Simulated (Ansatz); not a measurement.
## O started at a second open point in corundum Al2O3, 121 atoms, charge −2

All numbers come from Ansatz (PAW, plane waves, no spin–orbit coupling) at the single k point (¼, ¼, ¼) without its symmetry partners. The atoms were relaxed with PBEsol in a fixed cell; other functionals are single points on those atoms unless said otherwise. The valence top and gap of the host come from its small cell on a dense mesh, with the band extrema sought between the mesh points, lined up by the mean potential, PBEsol gap 6.03 eV, HSE06 gap 7.99 eV. The charge correction uses an assumed dielectric constant of 10.

Cell: a = 9.548 Å, b = 9.548 Å, c = 13.014 Å, α = 90.00°, β = 90.00°, γ = 120.00°.

Nearest atoms after relaxation, from the placed atom (for vacancies from the middle of the vacant sites): Al at 1.87 Å, Al at 1.87 Å, Al at 1.91 Å, Al at 1.97 Å, O at 2.16 Å, O at 2.19 Å, O at 2.28 Å, O at 2.44 Å.

Chemical potentials μ are those of reference phases of the elements at zero temperature by the same functional (the usual solids, diamond for C, grey Sn, and the molecules H2, N2, O2, F2, Cl2, Br2 and S8).

```
functional  E(defect) − E(host) − Σ nμ + q·E_VBM (eV)  monopole (eV)  alignment (eV)  formation energy at E_F = VBM (eV)  moment (μB)             wall time, shared host
    PBEsol                                       9.26           0.77           -0.24                                9.79  0 (no spin)  15 s on NVIDIA GB300 (relaxation)
```

**Question.** Estimate the formation energy and moment that HSE06 gives on these atoms.

**Answer.** 12.52 eV at E_F = VBM (11.99 eV before the monopole term 0.77 eV and the alignment -0.24 eV), moment 0 (no spin).

HSE06 one-electron levels near the gap (the ten most localised at most), from the host's valence top, not corrected for the charge's images:

```tsv
level (eV)	spin	filling	atoms sharing it	element of the atom with most weight
-0.23	both	2.00	47.2	spread
-0.21	both	2.00	55.0	spread
-0.17	both	2.00	49.8	spread
-0.12	both	2.00	23.7	O
-0.08	both	2.00	31.4	O
0.02	both	2.00	19.4	O
0.07	both	2.00	19.3	O
0.82	both	2.00	7.5	O
0.88	both	2.00	7.6	O
1.26	both	2.00	4.9	O
```

All elements are taken at their own reference at once; growth conditions in equilibrium with the host shift these energies, by up to the host's formation enthalpy.

One k point and a cell of this size can leave errors of several tenths of an eV in such numbers.
